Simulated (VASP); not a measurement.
Output of a VASP run:

### OSZICAR
```
       N       E                     dE             d eps       ncg     rms          rms(c)
DAV:   1     0.599790043115E+02    0.59979E+02   -0.61794E+03   910   0.953E+02
DAV:   2    -0.250328871782E+01   -0.62482E+02   -0.60881E+02  1035   0.204E+02
DAV:   3    -0.531825788788E+01   -0.28150E+01   -0.28096E+01  1085   0.456E+01
DAV:   4    -0.535599947857E+01   -0.37742E-01   -0.37738E-01  1275   0.512E+00
DAV:   5    -0.535619460822E+01   -0.19513E-03   -0.19513E-03  1105   0.269E-01    0.434E+00
DAV:   6    -0.519258421639E+01    0.16361E+00   -0.54326E-01  1164   0.191E+01    0.341E+00
DAV:   7    -0.518207742298E+01    0.10507E-01   -0.10028E-01  1040   0.334E+00    0.134E+00
DAV:   8    -0.518212090711E+01   -0.43484E-04   -0.41026E-03  1074   0.612E-01    0.355E-01
DAV:   9    -0.518234126320E+01   -0.22036E-03   -0.98426E-04   990   0.272E-01    0.112E-01
DAV:  10    -0.518236353111E+01   -0.22268E-04   -0.66195E-05  1095   0.731E-02    0.795E-02
DAV:  11    -0.518241471226E+01   -0.51181E-04   -0.76265E-05   960   0.615E-02    0.447E-02
DAV:  12    -0.518241559784E+01   -0.88558E-06   -0.29312E-06  1067   0.283E-02
   1 F= -.51824156E+01 E0= -.51824156E+01  d E =-.105324E-20
```

**OUTCAR**
```
------------------------ aborting loop because EDIFF is reached ----------------------------------------
  FORCE on cell =-STRESS in cart. coord.  units (eV):
  Direction    XX          YY          ZZ          XY          YZ          ZX
  --------------------------------------------------------------------------------------
  Total       -0.4256591     -0.4256591     -0.4256591     -0.0000000      0.0000000      0.0000000
  in kB      -11.2297310    -11.2297310    -11.2297310     -0.0000000      0.0000000      0.0000000
  external PRESSURE =     -11.2297310 kB  Pullay stress =       0.0000000 kB
  volume of cell :       60.73
      direct lattice vectors                 reciprocal lattice vectors
     0.000000000  3.119783000  3.119783000    -0.160267557  0.160267557  0.160267557
     3.119783000  0.000000000  3.119783000     0.160267557 -0.160267557  0.160267557
     3.119783000  3.119783000  0.000000000     0.160267557  0.160267557 -0.160267557
 POSITION                                       TOTAL-FORCE (eV/Angst)
 -----------------------------------------------------------------------------------
      3.11978      3.11978      3.11978         0.000000      0.000000      0.000000
      1.55989      1.55989      1.55989        -0.000000      0.000000     -0.000000
 -----------------------------------------------------------------------------------
    total drift:                                0.000004      0.000004      0.000003
  FREE ENERGIE OF THE ION-ELECTRON SYSTEM (eV)
  ---------------------------------------------------
  free  energy   TOTEN  =        -5.1824155978 eV

  energy  without entropy=       -5.1824155978  energy(sigma->0) =       -5.18241560
```
(Selected blocks of OUTCAR.)

**POSCAR**
```
ZnTe
1
    0.0000000000     3.1197830000     3.1197830000
    3.1197830000     0.0000000000     3.1197830000
    3.1197830000     3.1197830000     0.0000000000
Zn Te
1 1
Direct
  0.5000000000   0.5000000000   0.5000000000
  0.2500000000   0.2500000000   0.2500000000
```

Reconstruct the remaining input files.

Several could match; the one computed here: the input of the run itself, PBE GGA, plane waves, VASP's PBE PAW potentials (set 64).

### KPOINTS
```
K-points
0
gamma
9 9 9
0 0 0
```

INCAR:
```
SYSTEM=ZnTe
PREC=Accurate; ENCUT=300; LREAL=.FALSE.
LASPH=.TRUE.
EDIFF=1E-6; NELM=100; ALGO=Normal
LMAXMIX=4
ISMEAR=0; SIGMA=0.01
GGA=PE
ISIF=2
LWAVE=.FALSE.; LCHARG=.FALSE.
```

POTCAR, in this order: Zn Te (PBE.64 set). Program: vasp_std.

At this cut-off the stress carries a Pulay error, which pulls relaxed volumes low.

The structure comes from a computed database's ZnTe entry; how it stands against other phases isn't given here. The cell was not relaxed at this level.
